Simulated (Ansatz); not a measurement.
The calculation used DFT PBE, scalar-relativistic, plane waves, PAW (Ansatz). All cells share a 420 eV cutoff and Γ-centred k meshes spaced at most about 0.3 Å⁻¹ (about 0.25 or finer for metals, 2π included). No spin polarisation.

Each guess is relaxed in cell and atoms at zero pressure, on a coarse mesh first where it starts far from rest and then on a converged one. The steps can't lower the symmetry of the start, but it can rise. Energies are static (0 K, no zero-point motion).

Two unrelaxed guesses for AlGa2As3:

A.

```xyz
6
Lattice="-2.9444 3.3342 3.3817 2.9444 -3.3342 3.3817 2.9444 3.3342 -3.3817" Properties=species:S:1:pos:R:3 pbc="T T T"
Al    0.0000    3.3342    0.0000
Ga    0.0000    0.0000    1.4622
Ga    0.0000    0.0000    5.3012
As    1.5365    0.0000    0.0000
As    4.3524    0.0000    0.0000
As    0.0000    0.0000    3.3817
```

B.

```xyz
6
Lattice="6.1990 0.0000 0.0000 -3.0995 5.3685 0.0000 0.0000 0.0000 3.5668" Properties=species:S:1:pos:R:3 pbc="T T T"
Al    0.0000    0.0000    1.7834
Ga    0.0000    3.5790    1.7834
Ga    3.0995    1.7895    1.7834
As   -1.5497    2.6842    0.0000
As    3.0995    0.0000    0.0000
As    1.5497    2.6842    0.0000
```

Task: Do they relax into the same structure? If not, which is lower?

Result: No. A ends lower, by 252 meV/atom. A: Immm at 22.1 Å³/atom → Immm at 22.8 Å³/atom; B: P6/mmm at 19.8 Å³/atom → P6/mmm at 22.9 Å³/atom. Counting As atoms around Al and Ga (those within 1.25 times the shortest such distance or 1.15 times the sum of covalent radii; the shortest distance is added where it is long for a bond), the end of A has Al 4, Ga 3 and the end of B has Al 12 from 3.7 Å, Ga 6. End of A. Conventional cell: a = 3.811 Å, b = 7.595 Å, c = 9.444 Å. Al has 4 As at 2.64 Å and 4 Ga at 2.80 Å; Ga has 3 As at 2.68–2.74 Å and 2 Al at 2.80 Å; As on a site of symmetry m2m is surrounded by 2 Al at 2.64 Å, 2 Ga at 2.74 Å and 2 As at 2.75 Å; 1 more site not described. End of B. Conventional cell: a = 6.428 Å, c = 3.841 Å. Al is surrounded by 6 Ga at 3.71 Å, 12 As at 3.74 Å and 2 Al at 3.84 Å (long contacts); around Ga lie 6 As at 2.67 Å, 3 Al at 3.71 Å and 5 Ga at 3.71–3.84 Å; around As lie 4 Ga at 2.67 Å, 4 As at 3.21 Å and 4 Al at 3.74 Å.

Ends held by symmetry can be saddle points. Neither end is the lowest form computed: that has Al and Ga ordered on zinc blende sites, space group P3m1 (No. 156) and lies 0.53 eV/atom below the better end. Even the lowest of the cells shown lies +0.14 eV/atom against the elements. Some structure types and database cells were kept out of the candidates from the start, so a known form may be missing.
